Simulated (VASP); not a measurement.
# SnO (P4/nmm) in VASP: further runs

One crystal, SnO, is run at these levels: HSE06, LDA, PBEsol, SCAN, PBE; tasks: single point, relaxation of cell and atoms.

Program: VASP 6.6.1. These are calculated values, not measurements. Logs are shortened: lines on timing, memory, paths and dates and some standing lists are left out, and cuts for length are marked.

## (1) The crystal as given

It takes space group P4/nmm (No. 129, tetragonal). Conventional cell: a = 3.802 Å, b = 3.802 Å, c = 4.836 Å, α = 90.00°, β = 90.00°, γ = 90.00°. Around Sn (site symmetry 4mm) lie 4 O at 2.22 Å. O (site symmetry -4m2) is surrounded by 4 Sn at 2.22 Å.

## (2) Single point, HSE06

File POSCAR:

```
SnO
1.0
    3.8020000000      0.0000000000      0.0000000000
    0.0000000000      3.8020000000      0.0000000000
    0.0000000000      0.0000000000      4.8360000000
Sn O
2 2
Direct
    0.0000000000      0.5000000000      0.2385000000
    0.5000000000      0.0000000000      0.7615000000
    0.0000000000      0.0000000000      0.0000000000
    0.5000000000      0.5000000000      0.0000000000
```

File INCAR.step1:

```
PREC = Accurate
ENCUT = 520
EDIFF = 1E-5
ISMEAR = 0
SIGMA = 0.02
LREAL = False
LASPH = True
NELM = 80
ALGO = Normal
ISIF = 2
LWAVE = True
LCHARG = False
GGA = PE
```

File INCAR.step2:

```
PREC = Accurate
ENCUT = 520
EDIFF = 1E-7
ISMEAR = 0
SIGMA = 0.02
LREAL = False
LASPH = True
NELM = 80
ALGO = Normal
ISIF = 2
LWAVE = False
LCHARG = False
GGA = PE
LHFCALC = True
HFSCREEN = 0.2
PRECFOCK = Normal
ISTART = 1
```

File KPOINTS:

```
Automatic mesh
0
Gamma
  4 4 4
```

Potentials or basis: VASP PAW PBE potentials, release 64 (Sn_d, O).

Started as:

```
$ cat potpaw_PBE.64/Sn_d/POTCAR potpaw_PBE.64/O/POTCAR > POTCAR
$ cp INCAR.step1 INCAR
$ mpirun -np 1 vasp_std > vasp.out
$ cp INCAR.step2 INCAR
$ mpirun -np 1 vasp_std > vasp.out
```

OUTCAR:

```text
PREC = Accurate
   ENCUT = 520
   EDIFF = 1E-7
   ISMEAR = 0
   LREAL = False
   LASPH = True
   NELM = 80
   ISIF = 2
   GGA = PE
   LHFCALC = True
   HFSCREEN = 0.2
   PRECFOCK = Normal
   ISTART = 1

 ion  position               nearest neighbor table
   1  0.000  0.500  0.239-   3 2.22   4 2.22   3 2.22   4 2.22   2 3.54   2 3.54   2 3.54   2 3.54
                             2 3.69   2 3.69   2 3.69   2 3.69
   2  0.500  0.000  0.761-   3 2.22   4 2.22   4 2.22   3 2.22   1 3.54   1 3.54   1 3.54   1 3.54
                             1 3.69   1 3.69   1 3.69   1 3.69
   3  0.000  0.000  0.000-   1 2.22   2 2.22   1 2.22   2 2.22
   4  0.500  0.500  0.000-   1 2.22   2 2.22   2 2.22   1 2.22

  LATTYP: Found a simple tetragonal cell.
 ALAT       =     3.8020000000
 C/A-ratio  =     1.2719621252

  Lattice vectors:

 A1 = (   3.8020000000,   0.0000000000,   0.0000000000)
 A2 = (   0.0000000000,   3.8020000000,   0.0000000000)
 A3 = (   0.0000000000,   0.0000000000,   4.8360000000)

Analysis of symmetry for initial positions (statically):
=====================================================================
 Subroutine PRICEL returns:
 Original cell was already a primitive cell.

 Routine SETGRP: Setting up the symmetry group for a
 simple tetragonal supercell.

 Subroutine GETGRP returns: Found 16 space group operations
 (whereof  8 operations were pure point group operations)
 out of a pool of 16 trial point group operations.

The static configuration has the point symmetry D_2d.
 The point group associated with its full space group is D_4h.

Analysis of symmetry for dynamics (positions and initial velocities):
=====================================================================
 Subroutine PRICEL returns:
 Original cell was already a primitive cell.

 Routine SETGRP: Setting up the symmetry group for a
 simple tetragonal supercell.

 Subroutine GETGRP returns: Found 16 space group operations
 (whereof  8 operations were pure point group operations)
 out of a pool of 16 trial point group operations.

The dynamic configuration has the point symmetry D_2d.
 The point group associated with its full space group is D_4h.

 Subroutine INISYM returns: Found 16 space group operations
 (whereof  8 operations are pure point group operations),
 and found     1 'primitive' translations

----------------------------------------------------------------------------------------

                                     Primitive cell

  volume of cell :      69.9054

  direct lattice vectors                    reciprocal lattice vectors
     3.802000000  0.000000000  0.000000000     0.263019463  0.000000000  0.000000000
     0.000000000  3.802000000  0.000000000     0.000000000  0.263019463  0.000000000
     0.000000000  0.000000000  4.836000000     0.000000000  0.000000000  0.206782465

  length of vectors
     3.802000000  3.802000000  4.836000000     0.263019463  0.263019463  0.206782465

  position of ions in fractional coordinates (direct lattice)
     0.000000000  0.500000000  0.238500000
     0.500000000  0.000000000  0.761500000
     0.000000000  0.000000000  0.000000000
     0.500000000  0.500000000  0.000000000

  ion indices of the primitive-cell ions
   primitive index   ion index
                 1           1
                 2           2
                 3           3
                 4           4

----------------------------------------------------------------------------------------

 KPOINTS: Automatic mesh

Automatic generation of k-mesh.
 Grid dimensions read from file:
 generate k-points for:    4    4    4

 Generating k-lattice:

  Cartesian coordinates                     Fractional coordinates (reciprocal lattice)
     0.065754866  0.000000000  0.000000000     0.250000000  0.000000000  0.000000000
     0.000000000  0.065754866  0.000000000     0.000000000  0.250000000  0.000000000
     0.000000000  0.000000000  0.051695616     0.000000000  0.000000000  0.250000000

  Length of vectors
     0.065754866  0.065754866  0.051695616

  Shift w.r.t. Gamma in fractional coordinates (k-lattice)
     0.000000000  0.000000000  0.000000000

 Subroutine IBZKPT returns following result:
 ===========================================

 Found     18 irreducible k-points:

 Following reciprocal coordinates:
            Coordinates               Weight
  0.000000  0.000000  0.000000      1.000000
  0.250000  0.000000  0.000000      4.000000
  0.500000  0.000000  0.000000      2.000000
  0.250000  0.250000  0.000000      4.000000
  0.500000  0.250000  0.000000      4.000000
  0.500000  0.500000  0.000000      1.000000
[... 10 lines left out ...]
  0.500000  0.250000  0.500000      4.000000
  0.500000  0.500000  0.500000      1.000000
   k-points           NKPTS =     18   k-points in BZ     NKDIM =     64   number of bands    NBANDS=     24
   number of dos      NEDOS =    301   number of ions     NIONS =      4
   total plane-waves  NPLWV =  28224
   dimension x,y,z NGX =    28 NGY =   28 NGZ =   36
   dimension x,y,z NGXF=    56 NGYF=   56 NGZF=   72
   ions per type =               2   2
   NGX,Y,Z   is equivalent  to a cutoff of  12.24, 12.24, 12.38 a.u.
   NGXF,Y,Z  is equivalent  to a cutoff of  24.49, 24.49, 24.75 a.u.
 SYSTEM =  unknown system
   PREC   = accura    normal or accurate (medium, high low for compatibility)
   ISTART =      1    job   : 0-new  1-cont  2-samecut
   ICHARG =      0    charge: 1-file 2-atom 10-const
   ISPIN  =      1    spin polarized calculation?
   LNONCOLLINEAR =      F non collinear calculations
   LSORBIT =      F    spin-orbit coupling
   LASPH  =      T    aspherical Exc in radial PAW
   ENCUT  =  520.0 eV  38.22 Ry    6.18 a.u.   7.07  7.07  8.99*2*pi/ulx,y,z
   NELM   =     80;   NELMIN=  2; NELMDL=  0     # of ELM steps
   EDIFF  = 0.1E-06   stopping-criterion for ELM
   LREAL  =      F    real-space projection
   EDIFFG = 0.1E-05   stopping-criterion for IOM
   NSW    =      0    number of steps for IOM
   IBRION =     -1    ionic relax: 0-MD 1-quasi-New 2-CG
   NFREE  =      0    steps in history (QN), initial steepest desc. (CG)
   ISIF   =      2    stress and relaxation
   ISYM   =      3    0-nonsym 1-usesym 2-fastsym
   POTIM  = 0.5000    time-step for ionic-motion
   TEBEG  =    0.0;   TEEND  =   0.0 temperature during run
   PSTRESS=    0.0 pullay stress
   NELECT =      40.0000    total number of electrons
   NUPDOWN=      -1.0000    fix difference up-down
   EMIN   =  10.00;   EMAX   =-10.00  energy-range for DOS
   EFERMI =   0.00;   METHOD = LEGACY
   ISMEAR =     0;   SIGMA  =   0.02  broadening in eV -4-tet -1-fermi 0-gaus
   EFERMI_NEDOS =   21; number of points for ismear=-14 and -15
   IALGO  =     38    algorithm
   IMIX   =      1    mixing-type and parameters
     AMIX     =   0.40;   BMIX     =  1.00
     AMIX_MAG =   1.60;   BMIX_MAG =  1.00
  volume/ion in A,a.u.               =      17.48       117.94
  Fermi-wavevector in a.u.,A,eV,Ry     =   1.359121  2.568365 25.132801  1.847209
  Thomas-Fermi vector in A             =   2.485896
   LORBIT       =      0    0 simple, 1 ext, 2 COOP (PROOUT), +10 PAW based schemes
   GGA     = PE    functional components
   LHFCALC =     T    Hartree Fock is set to
   PRECFOCK=normal    Normal, Fast or Accurate (Low or Medium for compatibility)
   ENCUT4O =  -1.0   cutoff for four orbital integrals eV
   NKREDX  =     1    reduce k-point grid by
   NKREDY  =     1    reduce k-point grid by
   NKREDZ  =     1    reduce k-point grid by
   AEXX    =    0.2500 exact exchange contribution
   HFSCREEN=    0.2000 screening length (either q_TF or 0.3 A-1)
   HFSCREENC=   0.2000 screening length for correlation (either q_TF or 0.3 A-1)
   ENCUTFOCK=  -1.0 apply spherical cutoff to Coloumb kernel
   IVDW    =     0    specifies the selected vdW correction
   LEPSILON=     F    determine dielectric tensor
   LRPA    =     F    only Hartree local field effects (RPA)
 non-spin polarized calculation
 Gauss-broadening in eV      SIGMA  =   0.02
  energy-cutoff  :      520.00
  volume of cell :       69.91
 maximum number of plane-waves:      1904
  NGX = 24; NGY = 24; NGZ = 28

 number of electron      39.9999990 magnetization

 Free energy of the ion-electron system (eV)
  ---------------------------------------------------
  ext. energy  EPLUGINS =         0.00000000
  ---------------------------------------------------
  free energy    TOTEN  =       -28.07293529 eV

  energy without entropy =      -28.07293529  energy(sigma->0) =      -28.07293529

 E-fermi :   7.1495     XC(G=0):  -8.4725

 val. band max:        7.0291128719   @ k =   0.0000   0.0000   0.0000
 cond. band min:       7.4141108294   @ k =   0.5000   0.5000   0.0000
 fundamental gap:      0.3849979575
 Fermi energy:         7.1495066425

 k-point     1 :       0.0000    0.0000    0.0000
  band No.  band energies     occupation
      1     -17.3889      2.00000
      2     -16.8762      2.00000
      3     -16.8597      2.00000
      4     -16.8597      2.00000
      5     -16.8076      2.00000
      6     -16.7913      2.00000
[... 16 lines left out ...]
     23      12.3629      0.00000
     24      12.3629      0.00000

 k-point     2 :       0.2500    0.0000    0.0000
  band No.  band energies     occupation
      1     -17.3545      2.00000
      2     -17.0063      2.00000
      3     -16.8497      2.00000
      4     -16.8448      2.00000
      5     -16.8394      2.00000
      6     -16.8128      2.00000
[... 16 lines left out ...]
     23      12.6104      0.00000
     24      12.8038      0.00000

 k-point     3 :       0.5000    0.0000    0.0000
  band No.  band energies     occupation
      1     -17.2457      2.00000
      2     -17.2457      2.00000
      3     -16.8287      2.00000
      4     -16.8287      2.00000
      5     -16.8218      2.00000
      6     -16.8218      2.00000
[... 16 lines left out ...]
     23      13.7915      0.00000
     24      13.7941      0.00000
[... 352 lines left out ...]
 k-point    17 :       0.5000    0.2500    0.5000
  band No.  band energies     occupation
      1     -17.2743      2.00000
      2     -17.2743      2.00000
      3     -16.8392      2.00000
      4     -16.8392      2.00000
      5     -16.8135      2.00000
      6     -16.8135      2.00000
[... 16 lines left out ...]
     23      11.3799      0.00000
     24      11.3799      0.00000

 k-point    18 :       0.5000    0.5000    0.5000
  band No.  band energies     occupation
      1     -17.2941      2.00000
      2     -17.2941      2.00000
      3     -16.8189      2.00000
      4     -16.8189      2.00000
      5     -16.8088      2.00000
      6     -16.8088      2.00000
[... 16 lines left out ...]
     23      11.8245      0.00000
     24      11.8245      0.00000

------------------------ aborting loop because EDIFF is reached ----------------------------------------

  FORCE on cell =-STRESS in cart. coord.  units (eV):
  Direction    XX          YY          ZZ          XY          YZ          ZX
  --------------------------------------------------------------------------------------
  -------------------------------------------------------------------------------------
  Total       -0.0120000     -0.0120000      0.0659575      0.0000000      0.0000000      0.0000000
  in kB       -0.2750303     -0.2750303      1.5116946      0.0000000      0.0000000      0.0000000
  external PRESSURE =       0.3205447 kB  Pullay stress =       0.0000000 kB

 VOLUME and BASIS-vectors are now :
 -----------------------------------------------------------------------------
  energy-cutoff  :      520.00
  volume of cell :       69.91
      direct lattice vectors                 reciprocal lattice vectors
     3.802000000  0.000000000  0.000000000     0.263019463  0.000000000  0.000000000
     0.000000000  3.802000000  0.000000000     0.000000000  0.263019463  0.000000000
     0.000000000  0.000000000  4.836000000     0.000000000  0.000000000  0.206782465

 POSITION                                       TOTAL-FORCE (eV/Angst)
 -----------------------------------------------------------------------------------
      0.00000      1.90100      1.15339        -0.000000     -0.000000     -0.183101
      1.90100      0.00000      3.68261         0.000000      0.000000      0.183101
      0.00000      0.00000      0.00000        -0.000000     -0.000000      0.000000
      1.90100      1.90100      0.00000        -0.000000     -0.000000      0.000000
 -----------------------------------------------------------------------------------
    total drift:                               -0.000000      0.000001     -0.000000

  FREE ENERGIE OF THE ION-ELECTRON SYSTEM (eV)
  ---------------------------------------------------
  free  energy   TOTEN  =       -28.0729352906 eV

  energy  without entropy=      -28.0729352906  energy(sigma->0) =      -28.07293529
```

Wall time 51 min (1 thread of Intel Xeon Platinum 8488C (Sapphire Rapids), shared host); peak memory 0.31 GiB.

What came out:

| Quantity | Value |
| --- | --- |
| Free energy | -28.0729 eV |
| Pressure | 0.0 GPa |
| Largest force | 0.183 eV/Å |
| Band gap on the k mesh | 0.39 eV, indirect (least direct gap 2.66 eV) |

Forces in eV/Å, atoms in the order of the input:
```
Sn   0.000  0.000 -0.183
Sn   0.000  0.000  0.183
O    0.000  0.000  0.000
O    0.000  0.000  0.000
```

Caveat: the PAW data sets were made with another functional, which shifts forces and pressure a little; spin-orbit coupling is left out, which moves the levels of the heavy elements.

## (3) Relaxation of cell and atoms, LDA

File INCAR:

```
SYSTEM = SnO
PREC = Accurate
ENCUT = 520
EDIFF = 1E-7
ISMEAR = 0
SIGMA = 0.02
LREAL = .False.
LASPH = .True.
NELM = 100
ALGO = Normal
ISIF = 3
LWAVE = .False.
LCHARG = .False.
IBRION = 2
NSW = 40
EDIFFG = -0.003
```

File KPOINTS:

```
Automatic mesh
0
Gamma
  8 8 6
  0 0 0
```

POSCAR is that of step 2.

Potentials or basis: VASP PAW LDA potentials, release 64 (Sn_d, O).

Started as:

```
$ cat potpaw_LDA.64/Sn_d/POTCAR potpaw_LDA.64/O/POTCAR > POTCAR
$ mpirun -np 1 vasp_std > vasp.out
```

It took 4.2 min on 1 thread of Intel Xeon 6975P-C (Granite Rapids), shared host; peak memory 0.21 GiB.

Results (log left out):

| Quantity | Value |
| --- | --- |
| Free energy | -25.7367 eV |
| Relaxed volume | 16.47 Å³/atom |
| Relaxed cell | a = 3.769 Å, b = 3.769 Å, c = 4.640 Å, α = 90.00°, β = 90.00°, γ = 90.00° |
| Space group after relaxing (to 0.05 Å) | P4/nmm (No. 129) |
| Energy gained by relaxing | 6.8 meV/atom |
| Ionic steps | 13 |
| Pressure after relaxing | 0.0 GPa |
| Band gap on the k mesh | none (metal or under the smearing width) |

The path:
```tsv
step	energy change (eV)	largest force (eV/Å)	pressure (GPa)	volume (Å³)
1	0.0000	0.1531	-2.52	69.91
2	-0.0023	0.5990	2.03	67.16
3	-0.0123	0.2228	-0.20	68.44
4	-0.0167	0.1723	-0.20	67.98
5	-0.0211	0.0288	-0.04	67.13
6	-0.0215	0.0240	0.03	66.83
7	-0.0251	0.0253	0.00	66.43
8	-0.0273	0.0288	0.00	65.83
9	-0.0273	0.0291	0.00	65.80
10	-0.0274	0.0236	0.14	65.84
11	-0.0274	0.0046	0.09	65.83
12	-0.0274	0.0042	-0.09	65.99
13	-0.0274	0.0007	0.00	65.90
```

Final structure:
```cif
data_structure
_symmetry_space_group_name_H-M 'P 1'
_symmetry_Int_Tables_number 1
_cell_length_a 3.7686
_cell_length_b 3.7686
_cell_length_c 4.6401
_cell_angle_alpha 90.000
_cell_angle_beta 90.000
_cell_angle_gamma 90.000
_cell_volume 65.90
loop_
_atom_site_label
_atom_site_type_symbol
_atom_site_fract_x
_atom_site_fract_y
_atom_site_fract_z
_atom_site_occupancy
Sn1 Sn 0.00000 0.50000 0.24763 1
Sn2 Sn 0.50000 0.00000 0.75237 1
O1 O 0.00000 0.00000 0.00000 1
O2 O 0.50000 0.50000 0.00000 1
```

Levels at points of the mesh, in eV from the Fermi level:
```csv
k point,band 17,band 18,band 19,band 20,band 21,band 22,band 23,band 24
"(0.00, 0.00, 0.00)",-3.64,-3.31,-3.31,-0.01,2.30,4.47,4.47,4.71
"(0.50, 0.00, 0.00)",-5.07,-5.07,-2.94,-2.94,3.37,3.37,5.82,5.82
"(0.50, 0.50, 0.00)",-2.63,-2.63,-1.96,-1.96,-0.25,-0.25,4.43,4.43
"(0.00, 0.00, 0.50)",-3.33,-3.33,-2.77,-2.30,1.55,2.59,2.59,3.53
"(0.50, 0.00, 0.50)",-5.02,-5.02,-1.82,-1.82,2.77,2.77,5.22,5.22
"(0.50, 0.50, 0.50)",-2.97,-2.97,-2.63,-2.63,2.22,2.22,4.37,4.37
```

LDA usually gives volumes a few per cent too small. Zero-point motion and thermal expansion aren't in these numbers.

## (4) Single point, PBEsol

File INCAR:

```
PREC = Accurate ; ENCUT = 520
EDIFF = 1E-7 ; ISMEAR = 0
SIGMA = 0.02 ; LREAL = False
LASPH = True ; NELM = 60
ALGO = Normal ; ISIF = 2
LWAVE = False ; LCHARG = False
GGA = PS
```

File KPOINTS:

```
regular mesh
0
Gamma
  8 8 6
```

POSCAR is that of step 3.

Potentials or basis: VASP PAW PBE potentials, release 64 (Sn_d, O).

Started as:

```
$ cat potpaw_PBE.64/Sn_d/POTCAR potpaw_PBE.64/O/POTCAR > POTCAR
$ mpirun -np 1 vasp_std > vasp.out
```

Run time: 65 s. Hardware: 1 thread of Intel Xeon Platinum 8488C (Sapphire Rapids), shared host; peak memory 0.21 GiB.

It converged, with:

- Free energy: -24.2114 eV
- Pressure: 0.2 GPa
- Largest force: 0.148 eV/Å
- Band gap on the k mesh: 0.01 eV, indirect (least direct gap 1.90 eV)

Forces on the atoms (eV/Å):
```
Sn   0.000  0.000  0.148
Sn   0.000  0.000 -0.148
O    0.000  0.000  0.000
O    0.000  0.000  0.000
```

Stress tensor (GPa, compression positive):
```
 0.32  0.00  0.00
 0.00  0.32  0.00
 0.00  0.00 -0.10
```

Levels at points of the mesh, in eV from the valence-band top:
```csv
k point,band 16,band 17,band 18,band 19,band 20,band 21,band 22,band 23,band 24
"(0.00, 0.00, 0.00)",-6.34,-3.50,-3.19,-3.19,0.00,2.05,4.29,4.66,4.66
"(0.50, 0.00, 0.00)",-5.07,-4.89,-4.89,-2.74,-2.74,3.15,3.15,5.93,5.95
"(0.50, 0.50, 0.00)",-5.19,-2.52,-2.52,-1.89,-1.89,0.01,0.01,4.36,4.36
"(0.00, 0.00, 0.50)",-3.57,-3.21,-3.21,-3.13,-2.24,1.59,2.90,2.90,3.64
"(0.50, 0.00, 0.50)",-5.54,-4.86,-4.86,-1.75,-1.75,2.54,2.54,5.39,5.39
"(0.50, 0.50, 0.50)",-5.66,-2.71,-2.71,-2.52,-2.52,2.31,2.31,3.98,3.98
```

Caveat: the PAW data sets were made with another functional, which shifts forces and pressure a little; spin-orbit coupling is left out, which moves the levels of the heavy elements. PBEsol gaps usually lie below the measured ones, often by a third to a half.

[end of part 1 of 2]
